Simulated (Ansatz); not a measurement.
# Al (Fm-3m) in Ansatz: a series of runs

The runs below take Al through single point, equation of state, with PBE.

Program: Ansatz 0.2.0. These are calculated values, not measurements. Logs are shortened: lines on timing, memory, paths and dates and some standing lists are left out, and cuts for length are marked.

**What was measured.**

“The interpretation of polycrystalline coherent inelastic neutron scattering from aluminium”, 2013, pmc:3831299 quotes, for a bulk crystal of Al: bulk modulus 76.9 GPa.

The runs below are set against these values where they give the same quantity.

**1. The structure**

The structure is cubic, space group Fm-3m (No. 225). The conventional cell has a = 4.050 Å, b = 4.050 Å, c = 4.050 Å, α = 90.00°, β = 90.00°, γ = 90.00°. Around Al (site symmetry m-3m) lie 12 Al at 2.86 Å.

**2. Single point, PBE, 15.61 Å³/atom (volume scaled by 0.94)**

The input, input.yaml:

```yaml
crystal:
  lattice:
    - [0.0, 1.9834708509, 1.9834708509]
    - [1.9834708509, 0.0, 1.9834708509]
    - [1.9834708509, 1.9834708509, 0.0]
  atoms:
    - { symbol: Al, position: [0.0, 0.0, 0.0] }
hamiltonian:
  xc: pbe
  pseudopotentials: { kind: paw, source: jth }
kpoints:
  mp_grid: { grid: [11, 11, 11] }
scf:
  occupations: { method: fermi_dirac, width: 0.05 }
output:
  forces: true
  stress: true
  eigenvalues: true
  write_density: true
  write_potential: true
  elf: true
  volumetric_format: npy
```

Potentials or basis: JTH PAW.

Launch:

```sh
ansatz run input.yaml --threads 2 --pin off --max-ram 5120MiB --backend cpu --events-out ev --progress --plain --runs-dir out
```

What it wrote:

```text
Warning: the checks of this Al dataset prove no rule for summing its radial tables, as where they were carried onto another mesh than they were made on, and Gregory's rule is taken, under which a leading mesh point left out moves its sums only by what lay on the interval it spanned. That does not make them correct, and they differ from Quantum ESPRESSO's on this file; a re-export a fraction of a mesh step off can move them. hamiltonian.pseudopotentials.radial_quadrature: simpson_from_first_knot sums it by `pw.x`'s rule; on a PAW file no value gives `pw.x`'s numbers. What more to know: hamiltonian.pseudopotentials.radial_quadrature, in the input reference
Warning: RAYON_NUM_THREADS=2 ignored (pool sized by the plan → 2); use --threads N
Engine: ansatz 0.2.0, x86_64-unknown-linux-gnu
Pseudopotentials: kind: paw
Pseudopotential: Al, paw, valence charge 3, recommended cutoff 570 eV (normal), Al.paw.azcp
Functional definition: PBE
  parameter kappa = 0.804
  parameter beta = 0.06672455060314922
  exchange = pbe_x(kappa = kappa, mu = beta*pi^2/3)
  correlation = pbe_c(beta = beta)
Crystal: 1 atoms, lattice volume = 15.607 Å³
Basis set: ecut = 570 eV, 531 PW (Γ), exchange–correlation on 48×48×48 points (8 copies of the dense FFT grid, shifted against one another)
Bands: 6, of which v1, the nominal top of the filled ones, is band 2 counted from 1 (1 counted from 0)
Symmetry: 48 space group operations
Space group: Fm-3m (ITA 225), of the structure as read, at distance tolerance 2.5e-5 Å
k-points: 56 of 1331
Non-local potential: Al, projectors of the file, l = 0: 2, l = 1: 2
PAW form: soft (Blöchl's): semilocal exchange-correlation on the pseudo side does not see the compensation charge
PAW one-centre angular grid: Al, 110 points (default); XC on 64 Gauss nodes
Initial density: superposition of atomic densities (chi_scale 0.1, normalization cell)
Initial wavefunctions: pseudopotential atomic-orbital guess
Functional: x = pbe(κ = 0.804, μ = 0.2195149727645171), c = pbe(β = 0.06672455060314922)
SCF iter   1: F=—  HF=-537.459706 eV  |F-HF|=—  |Δ(HF+E_count)|=         —  Δρ=2.26e-2  dr2=7.35e-2  ethr=3.10e-3  ⟨swp⟩=6.5  Hψ=3900  notcnv=0
preconditioner: auto → none  [metal: Δε(μ)=0.091 eV  Ē_g=13.754 eV  σ=0.050 eV  W_gap=0.43  n_scr=0 (ndim 8)  ℏωp=16.3 eV  f_vac=0.003  D(μ)=0.49/eV (n_scr^D=0)]
SCF iter   2: F=—  HF=-537.448003 eV  |F-HF|=—  |Δ(HF+E_count)|=   1.17e-2  Δρ=1.09e-2  dr2=1.70e-2  ethr=2.45e-3  ⟨swp⟩=1.1  Hψ=788  notcnv=0
SCF iter   3: F=—  HF=-537.444321 eV  |F-HF|=—  |Δ(HF+E_count)|=   3.68e-3  Δρ=2.28e-4  dr2=7.64e-6  ethr=5.65e-4  ⟨swp⟩=1.2  Hψ=333  notcnv=0  defer=5
SCF iter   4: F=—  HF=-537.444307 eV  |F-HF|=—  |Δ(HF+E_count)|=   1.43e-5  Δρ=7.89e-5  dr2=9.81e-7  ethr=3.33e-9  ⟨swp⟩=14.7  Hψ=3032  notcnv=0
SCF iter   5: F=—  HF=-537.444306 eV  |F-HF|=—  |Δ(HF+E_count)|=   3.32e-7  Δρ=2.83e-5  dr2=1.26e-7  ethr=3.27e-8  ⟨swp⟩=1.0  Hψ=313  notcnv=0
SCF iter   6: F=-537.444306 eV  HF=-537.444306 eV  |F-HF|=3.12e-9  |Δ(HF+E_count)|=   5.39e-8  Δρ=6.06e-6  dr2=5.96e-9  ethr=3.33e-9  ⟨swp⟩=7.9  Hψ=1253  notcnv=0
SCF 1 converged in 6 iterations: F = -537.444306 eV  dr2 = 5.96e-9
SCF converged after 6 iterations
Free energy (F): -537.444306 eV
Harris-Foulkes:  -537.444306 eV  (|F-HF|=3.12e-9)
Internal energy: -537.440396 eV  (E = F + TS)
E sigma→0 (E₀):  -537.442351 eV
Entropy (-TS):   -0.003910 eV (-3.910 meV/atom)
Fermi energy:    8.525605 eV
--- Per-component energies (eV) ---
  E_band       = 11.823686
  E_kinetic    = 23.350556
  E_local      = 5.750496  (includes V_loc(G=0)·N_el)
  E_nonlocal   = 15.700327
  E_hartree    = 0.121197
  E_xc         = -29.525573
  E_vxc        = -30.515334  (∫ρ·V_xc dr)
  E_paw        = -477.945517  (= ΣΔE_a)
  E_vpaw       = -2.704774  (= ΣTr[D̂ρ^β])
  E_aug_tail   = 0.000006  (compensation charges beyond the density's cutoff)
  E_ewald      = -74.891887
  E_smearing   = -0.003910  (= −TS)
  E_closure    = -0.000000  (closes the sum)
  Σ components = -537.444306   (vs F -537.444306, Δ=0.00e0)
--- Forces (eV/Å), atoms counted from 1 ---
  atom   1  Al    -0.00000000    -0.00000000    -0.00000000
  max |Σ_I F_I| component: 1.16e-33 eV/Å
--- Stress (GPa, compression-positive) ---
        4.957519      -0.000000      -0.000000
       -0.000000       4.957519      -0.000000
       -0.000000      -0.000000       4.957519
  P = ⅓ Tr σ = 4.9575 GPa (49.575 kbar)
--- Band table (eV; the first three rows and the last of 56) ---
  k-point 0: bands = ["-3.0013", "21.4602", "21.4602", "21.4602", "23.3606", "23.3606"]
  k-point 1: bands = ["-2.7683", "18.5320", "20.8889", "20.8889", "23.8979", "24.2949"]
  k-point 2: bands = ["-2.0719", "14.7675", "20.1756", "20.1756", "23.6111", "25.0770"]
  k-point 55: bands = ["7.0488", "7.3077", "8.8406", "10.9109", "22.9471", "25.9932"]
```

It took 0.75 s on 2 threads of AMD EPYC 7R43 (Zen 3), shared host; peak memory 0.3 GiB.

What came out:

| Item | Value |
| --- | --- |
| Free energy | -537.4443 eV |
| Pressure | 5.0 GPa |
| Band gap on the k mesh | none (metal or under the smearing width) |

**3. Single point, PBE, 15.94 Å³/atom (volume scaled by 0.96)**

The input, input.yaml:

```yaml
crystal:
  lattice:
    - [0.0, 1.9974394157, 1.9974394157]
    - [1.9974394157, 0.0, 1.9974394157]
    - [1.9974394157, 1.9974394157, 0.0]
  atoms:
    - { symbol: Al, position: [0.0, 0.0, 0.0] }
hamiltonian:
  xc: pbe
  pseudopotentials: { kind: paw, source: jth }
kpoints:
  mp_grid: { grid: [11, 11, 11] }
scf:
  occupations: { method: fermi_dirac, width: 0.05 }
output:
  forces: true
  stress: true
  eigenvalues: true
```

Potentials or basis: JTH PAW.

Launch:

```sh
ansatz run input.yaml --threads 2 --pin off --max-ram 5120MiB --backend cpu --events-out ev --progress --plain --runs-dir out
```

Run time: 0.5 s. Hardware: 2 threads of AMD EPYC 7R43 (Zen 3), shared host; peak memory 0.3 GiB.

Results (log left out):

```yaml
Free_energy: -537.4524 eV
Pressure: 2.9 GPa
Band_gap_on_the_k_mesh: none (metal or under the smearing width)
```

**4. Single point, PBE, 16.27 Å³/atom (volume scaled by 0.98)**

input.yaml, as its differences from that of step 3:

```diff
@@ -2,5 +2,5 @@
   lattice:
-    - [0.0, 1.9974394157, 1.9974394157]
-    - [1.9974394157, 0.0, 1.9974394157]
-    - [1.9974394157, 1.9974394157, 0.0]
+    - [0.0, 2.0112152952, 2.0112152952]
+    - [2.0112152952, 0.0, 2.0112152952]
+    - [2.0112152952, 2.0112152952, 0.0]
   atoms:
```

Launch:

```sh
ansatz run input.yaml --threads 2 --pin off --max-ram 5120MiB --backend cpu --events-out ev --progress --plain --runs-dir out
```

Run time: 0.81 s. Hardware: 2 threads of AMD EPYC 7R43 (Zen 3), shared host; peak memory 0.3 GiB.

It converged, with:

- Free energy: -537.4566 eV
- Pressure: 1.1 GPa
- Band gap on the k mesh: none (metal or under the smearing width)

**5. Single point, PBE, 16.60 Å³/atom**

input.yaml, as its differences from that of step 4:

```diff
@@ -2,5 +2,5 @@
   lattice:
-    - [0.0, 2.0112152952, 2.0112152952]
-    - [2.0112152952, 0.0, 2.0112152952]
-    - [2.0112152952, 2.0112152952, 0.0]
+    - [0.0, 2.024805, 2.024805]
+    - [2.024805, 0.0, 2.024805]
+    - [2.024805, 2.024805, 0.0]
   atoms:
```

Launch:

```sh
ansatz run input.yaml --threads 2 --pin off --max-ram 5120MiB --backend cpu --events-out ev --progress --plain --runs-dir out
```

It took 0.97 s on 2 threads of AMD EPYC 7R43 (Zen 3), shared host; peak memory 0.29 GiB.

Results (log left out):

* Free energy: -537.4571 eV
* Pressure: -0.5 GPa
* Band gap on the k mesh: none (metal or under the smearing width)

**6. Single point, PBE, 16.93 Å³/atom (volume scaled by 1.02)**

input.yaml, as its differences from that of step 5:

```diff
@@ -2,5 +2,5 @@
   lattice:
-    - [0.0, 2.024805, 2.024805]
-    - [2.024805, 0.0, 2.024805]
-    - [2.024805, 2.024805, 0.0]
+    - [0.0, 2.0382146954, 2.0382146954]
+    - [2.0382146954, 0.0, 2.0382146954]
+    - [2.0382146954, 2.0382146954, 0.0]
   atoms:
```

Potentials or basis: JTH PAW.

Launch:

```sh
ansatz run input.yaml --threads 2 --pin off --max-ram 5120MiB --backend cpu --events-out ev --progress --plain --runs-dir out
```

Run time: 0.61 s. Hardware: 2 threads of AMD EPYC 7R43 (Zen 3), shared host; peak memory 0.3 GiB.

The run converged. Its results:

- Free energy: -537.4545 eV
- Pressure: -2.0 GPa
- Band gap on the k mesh: none (metal or under the smearing width)

**7. Single point, PBE, 17.27 Å³/atom (volume scaled by 1.04)**

input.yaml, as its differences from that of step 6:

```diff
@@ -2,5 +2,5 @@
   lattice:
-    - [0.0, 2.0382146954, 2.0382146954]
-    - [2.0382146954, 0.0, 2.0382146954]
-    - [2.0382146954, 2.0382146954, 0.0]
+    - [0.0, 2.0514502267, 2.0514502267]
+    - [2.0514502267, 0.0, 2.0514502267]
+    - [2.0514502267, 2.0514502267, 0.0]
   atoms:
```

Launch:

```sh
ansatz run input.yaml --threads 2 --pin off --max-ram 5120MiB --backend cpu --events-out ev --progress --plain --runs-dir out
```

Wall time 0.87 s (2 threads of AMD EPYC 7R43 (Zen 3), shared host); peak memory 0.29 GiB.

Results (log left out):

| Item | Value |
| --- | --- |
| Free energy | -537.4490 eV |
| Pressure | -3.3 GPa |
| Band gap on the k mesh | none (metal or under the smearing width) |

**8. Single point, PBE, 17.60 Å³/atom (volume scaled by 1.06)**

input.yaml, as its differences from that of step 7:

```diff
@@ -2,5 +2,5 @@
   lattice:
-    - [0.0, 2.0514502267, 2.0514502267]
-    - [2.0514502267, 0.0, 2.0514502267]
-    - [2.0514502267, 2.0514502267, 0.0]
+    - [0.0, 2.0645171409, 2.0645171409]
+    - [2.0645171409, 0.0, 2.0645171409]
+    - [2.0645171409, 2.0645171409, 0.0]
   atoms:
```

Launch:

```sh
ansatz run input.yaml --threads 2 --pin off --max-ram 5120MiB --backend cpu --events-out ev --progress --plain --runs-dir out
```

Wall time 0.67 s (2 threads of AMD EPYC 7R43 (Zen 3), shared host); peak memory 0.3 GiB.

Results (log left out):

| Property | Result |
| --- | --- |
| Free energy | -537.4410 eV |
| Pressure | -4.5 GPa |
| Band gap on the k mesh | none (metal or under the smearing width) |

**9. Equation of state, PBE**

Potentials or basis: JTH PAW.

No new run: the results of the series are fitted here.

What came out:

```yaml
Equilibrium_volume: 16.49 Å³/atom
Bulk_modulus: 79 GPa
Pressure_derivative_of_the_bulk_modulus: 4.5
```

Energy against volume, from the lowest point:
```tsv
volume (Å³/atom)	energy (meV/atom)
15.607	12.84
15.939	4.71
16.271	0.56
16.603	0.00
16.935	2.63
17.267	8.14
17.599	16.19
```

**10. Comparison with measurements**

Step 9. Against the measured bulk modulus of Al, 76.9 GPa (quoted in “The interpretation of polycrystalline coherent inelastic neutron scattering from aluminium”, 2013, pmc:3831299), the calculated 79 GPa is off by +3.4 %. The fit is for a static lattice scaled at fixed shape and fixed fractional positions. The cell as given is a measured one (16.60 Å³/atom); PBE puts the equilibrium volume -0.7 % from it, thermal expansion not counted.
